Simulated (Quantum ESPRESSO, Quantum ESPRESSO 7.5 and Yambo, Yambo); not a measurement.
**Excitons of AlN (P6_3mc) on ever denser meshes**

Aim: the absorption spectrum of AlN (P6_3mc) with electron-hole interaction, and what each part of the kernel does.

Program: Quantum ESPRESSO 7.5 and Yambo 5.3.0. Level of theory: PBE and many-body steps on it, plane waves. Results are calculated unless marked as measured.

The database entry behind the starting cell differs from later determinations by our own check (inner coordinate u about 0.002 short), so it need not match the best structure at ambient conditions.

## Step 1: Starting point

The structure is hexagonal, space group P6_3mc (No. 186). The conventional cell has a = 3.113 Å, b = 3.113 Å, c = 4.981 Å, α = 90.00°, β = 90.00°, γ = 120.00°. Al has 4 N at 1.89 Å nearest. N has 4 Al at 1.89 Å nearest. Farther neighbours and most contacts between anions are not listed.

The cell and positions come from the Crystallography Open Database and are kept as given unless a step says otherwise.

## Step 2: Empty states on the mesh, 3×3×4 mesh, 69 bands

This step: Quantum ESPRESSO 7.5; DFT, PBE, plane waves, norm-conserving pseudopotentials.

The sums over transitions need many empty states on a uniform mesh; this step solves for them.

pw.in

```
&control
  calculation = 'nscf'
  prefix = 'x'
  outdir = 'o'
  pseudo_dir = 'pseudo'
/
&system
  ibrav = 0
  nat = 4
  ntyp = 2
  ecutwfc = 72.0
  nbnd = 69
  force_symmorphic = .true.
/
&electrons
  conv_thr = 1e-9
  electron_maxstep = 80
  diago_full_acc = .true.
  diago_thr_init = 5e-6
/
ATOMIC_SPECIES
  Al 26.982 Al.upf
  N 14.007 N.upf
CELL_PARAMETERS angstrom
  3.1130000000 -0.0000000000 0.0000000000
  -1.5565000000 2.6959370820 0.0000000000
  0.0000000000 0.0000000000 4.9810000000
ATOMIC_POSITIONS crystal
  Al 0.3333333333 0.6666666667 0.0000000000
  Al 0.6666666667 0.3333333333 0.5000000000
  N 0.3333333333 0.6666666667 0.3800000000
  N 0.6666666667 0.3333333333 0.8800000000
K_POINTS automatic
  3 3 4 0 0 0
```

The run is started by

```sh
OMP_NUM_THREADS=1 mpirun -n 8 pw.x -nk 4 -in pw.in > pw.out
```

The program printed:

```text
Program PWSCF v.7.5 starts

     This program is part of the open-source Quantum ESPRESSO suite
     for quantum simulation of materials; please cite
         "P. Giannozzi et al., J. Phys.:Condens. Matter 21 395502 (2009);
         "P. Giannozzi et al., J. Phys.:Condens. Matter 29 465901 (2017);
         "P. Giannozzi et al., J. Chem. Phys. 152 154105 (2020);
     in publications or presentations arising from this work. More details at

     Atomic positions and unit cell read from directory:
     o/x.save/

     Message from routine setup:
[...]
k = 0.0000 0.0000-0.3125 (  2858 PWs)   bands (ev):

[...]
55.9201  55.9201  57.8163  57.8163  61.7766  61.7766  64.7753  64.7753
    65.8752  65.8752  65.8752  65.8752  67.4600  67.4600  67.4600  67.4600
    70.8077  70.8077  71.3464  71.3464  73.1164

          k = 0.0000 0.3849 0.0000 (  2892 PWs)   bands (ev):

     [... further k-points ...]

     highest occupied, lowest unoccupied level (ev):     7.1067   11.3272

     XML data file, pseudopotentials, collected wavefunctions

=------------------------------------------------------------------------------=
   JOB DONE.
=------------------------------------------------------------------------------=
```

Elapsed: 2.7 s, on 8 MPI ranks of Arm Neoverse V2, shared host; peak memory 0.41 GiB.

This step gave:

```yaml
gap: 4.221 eV
k_of_the_valence_top: 0, 0, 0
k_of_the_conduction_bottom: 0, 0, 0
least_direct_gap: 4.221 eV
k_points_computed: 10
lowest_point_of_the_top_converged_band_above_the_valence_top: 63.2687 eV
```

On this mesh the gap is 4.221 eV.

The density comes from a self-consistent run that is not shown.

## Step 3: Conversion and set-up

This step: Yambo 5.3.0; conversion and set-up on PBE, plane waves, norm-conserving pseudopotentials.

The states are converted to the many-body program's format and the q mesh is built.

The run is started by

```sh
(cd o/x.save; p2y > p2y.log; mv SAVE ../..); yambo > setup.log
```

The program printed:

```text
 Yambo, version 5.3.0

 [02] CORE Variables Setup
 =========================

  [02.01] Unit cells
  ==================

  Cell kind             :  HCP
  Atoms in the cell     :  Al  N
  number of Al atoms    :  2
  number of N  atoms    :  2

  List of atomic masses
  Mass of Al    :  26.98200
  Mass of N     :  14.00700

  List of atomic coordinates    : [cc]
  Al1       : -0.29414E-09   3.3964       0.0000      order 1
  Al2       :  2.941359  1.698194  4.706363  order 2
  N1       : -0.29414E-09   3.3964       3.5768      order 3
[...]
IBZ Q-points                                      :  10
 BZ  Q-points                                      :   36

 K/Q-points units:
 rlu = crystal or reduced units; cc = cartesian coordinates; iku = interal k-units

 Q [ 1]         [rlu]:  0.000000  0.000000  0.000000
 Q [ 2]         [rlu]:  0.000000  0.000000  0.250000
 Q [ 3]         [rlu]:  0.000000  0.000000 -0.500000
[...]
Q [ 8]         [rlu]:  0.333333  0.333333  0.250000
 Q [ 9]         [rlu]:  0.333333  0.333333 -0.500000
 Q [10]         [rlu]:  0.40821E-19 -0.33333      0.25000

  [03.01] X indexes
  =================

   [03.01.01] Sigma indexes
   ========================

 [06] Game Over & Game summary
```

Elapsed: 1.9 s, on 1 MPI rank; peak memory 0.23 GiB.

## Step 4: Screening and self-energy, 3×3×4 mesh, 69 bands, screening to 129.3 eV

G0W0 replaces the xc potential by the self-energy, built once from these orbitals. Only a window of levels is corrected, while the sums run over the empty bands that the input names.

This step: G0W0 on PBE, plane waves, norm-conserving pseudopotentials.

gw1.in

```
HF_and_locXC
gw0
dyson
ppa
em1d
rim_cut
RandQpts= 1000000
RandGvec= 1 RL
EXXRLvcs= 72 Ry
VXCRLvcs= 288 Ry
Chimod= "HARTREE"
% BndsRnXp
 1 | 69 |
%
NGsBlkXp= 9.5 Ry
% LongDrXp
 1 | 1 | 1 |
%
% GbndRnge
 1 | 69 |
%
DysSolver= "n"
ExtendOut
PPAPntXp= 27.21138 eV
% QPkrange
 1 | 1 | 7 | 10 |
%
```

The run is started by

```sh
OMP_NUM_THREADS=1 mpirun -n 8 yambo -F gw1.in -J gw1 -C gw1 > gw1.log
```

The program printed:

```text
 Yambo, version 5.3.0

 [02] CORE Variables Setup
 =========================

  [... cell, symmetries and grids as in the set-up ...]

  [02.05] Energies & Occupations
  ==============================

  [X] === General ===
  [X] Electronic Temperature                        :  0.000000  0.000000 [eV K]
  [X] Bosonic    Temperature                        :  0.000000  0.000000 [eV K]
  [X] Finite Temperature mode                       : no
  [X] El. density                                   :  0.38275E+24 [cm-3]
[...]
Sx RL components                                 :  2875

   QP @ state[ 1 ] K range                          :  1  1
   QP @ state[ 1 ] b range                          :   7  10
   GF energies kind                                 : Perdew, Burke & Ernzerhof(X)+Perdew, Burke & Ernzerhof(C)
   GF WF`s kind                                     : Perdew, Burke & Ernzerhof(X)+Perdew, Burke & Ernzerhof(C)
   Xs energies kind                                 : Perdew, Burke & Ernzerhof(X)+Perdew, Burke & Ernzerhof(C)
   Xs WF`s kind                                     : Perdew, Burke & Ernzerhof(X)+Perdew, Burke & Ernzerhof(C)

 [11] Game Over & Game summary
```

Wall time 9 s (8 MPI ranks); peak memory 2.5 GiB; 59 s of CPU time.

Numbers from this step:

```yaml
g0w0_gap_on_the_points_computed: 5.458 eV
starting_gap_on_the_mesh: 4.221 eV
k_of_the_valence_top: 0, 0, 0
k_of_the_conduction_bottom: 0, 0, 0
least_direct_g0w0_gap_on_the_computed_points: 5.458 eV
```

The gap on the mesh goes from 4.22 eV to 5.46 eV, a correction of +1.24 eV.

The gap opens by 1.237 eV; the next steps shift the empty bands rigidly by 1.237 eV.

## Step 5: Empty states on the mesh, 3×3×4 mesh, 17 bands

This step: Quantum ESPRESSO 7.5; DFT, PBE, plane waves, norm-conserving pseudopotentials.

pw.in: that of step 2 with these lines changed.

```diff
@@ -11,3 +11,3 @@
   ecutwfc = 72.0
-  nbnd = 69
+  nbnd = 17
   force_symmorphic = .true.
```

The run is started by

```sh
OMP_NUM_THREADS=1 mpirun -n 8 pw.x -nk 4 -in pw.in > pw.out
```

The program printed:

```text
[banner, memory and clock lines left out]
Program PWSCF v.7.5 starts

     Atomic positions and unit cell read from directory:
     o/x.save/

     Message from routine setup:
     using ibrav=0 with symmetry is DISCOURAGED, use correct ibrav instead

     bravais-lattice index     =            0
     lattice parameter (alat)  =       5.8827  a.u.
     unit-cell volume          =     282.0993 (a.u.)^3
     number of atoms/cell      =            4
     number of atomic types    =            2
     number of electrons       =        16.00
[...]
21.6424

          k = 0.0000 0.0000 0.1562 (  2893 PWs)   bands (ev):

    -7.8016  -6.3221   1.9309   5.9103   6.3661   6.3661   6.8267   6.8267
    12.2778  13.8969  17.3750  18.2652  18.2653  18.8620  19.5420  19.5420
    22.6393

          k = 0.0000 0.0000-0.3125 (  2858 PWs)   bands (ev):

    -7.1501  -7.1501   3.7936   3.7936   6.5919   6.5919   6.5919   6.5919
    13.5732  13.5732  17.4519  17.4519  18.6140  18.6140  18.6140  18.6140
    24.9920

          k = 0.0000 0.3849 0.0000 (  2892 PWs)   bands (ev):

     [... further k-points ...]

     highest occupied, lowest unoccupied level (ev):     7.1067   11.3272

     XML data file, pseudopotentials, collected wavefunctions
```

The job ended after 1.1 s (8 MPI ranks; peak memory 0.05 GiB).

This step gave:

- gap: 4.221 eV
- k of the valence top: 0, 0, 0
- k of the conduction bottom: 0, 0, 0
- least direct gap: 4.221 eV
- k points computed: 10
- lowest point of the top converged band, above the valence top: 14.54 eV

On this mesh the gap is 4.221 eV.

## Step 6: Conversion and set-up

This step: Yambo 5.3.0; conversion and set-up on PBE, plane waves, norm-conserving pseudopotentials.

The run is started by

```sh
(cd o/x.save; p2y > p2y.log; mv SAVE ../..); yambo > setup.log
```

The program printed:

```text
 Yambo, version 5.3.0

 [02] CORE Variables Setup
 =========================

  [02.01] Unit cells
  ==================

  Cell kind             :  HCP
  Atoms in the cell     :  Al  N
  number of Al atoms    :  2
  number of N  atoms    :  2

  List of atomic masses
  Mass of Al    :  26.98200
  Mass of N     :  14.00700

  List of atomic coordinates    : [cc]
  Al1       : -0.29414E-09   3.3964       0.0000      order 1
  Al2       :  2.941359  1.698194  4.706363  order 2
  N1       : -0.29414E-09   3.3964       3.5768      order 3
[...]
IBZ Q-points                                      :  10
 BZ  Q-points                                      :   36

 K/Q-points units:
 rlu = crystal or reduced units; cc = cartesian coordinates; iku = interal k-units

 Q [ 1]         [rlu]:  0.000000  0.000000  0.000000
 Q [ 2]         [rlu]:  0.000000  0.000000  0.250000
 Q [ 3]         [rlu]:  0.000000  0.000000 -0.500000
[...]
Q [ 8]         [rlu]:  0.333333  0.333333  0.250000
 Q [ 9]         [rlu]:  0.333333  0.333333 -0.500000
 Q [10]         [rlu]:  0.40821E-19 -0.33333      0.25000

  [03.01] X indexes
  =================

   [03.01.01] Sigma indexes
   ========================

 [06] Game Over & Game summary
```

Wall time 1.9 s (1 MPI rank); peak memory 0.23 GiB.

(Part 1 of 5 ends here.)

[Paths, hosts, dates, memory and timing lines, banners, echoed tables and standing remarks are left out of the program output.]

[Logs are printed without paths, hosts, clocks, repeated set-up lines and the standing remarks that a program may print on its own settings, such as how far it seeks lower states.]

[Runs of the session that timed out or met a known fault of the program may be left out.]

[Hosts, paths, dates, database ids (printed as entryN), source tags and the programs' standing remarks are cut or masked in the printed files.]
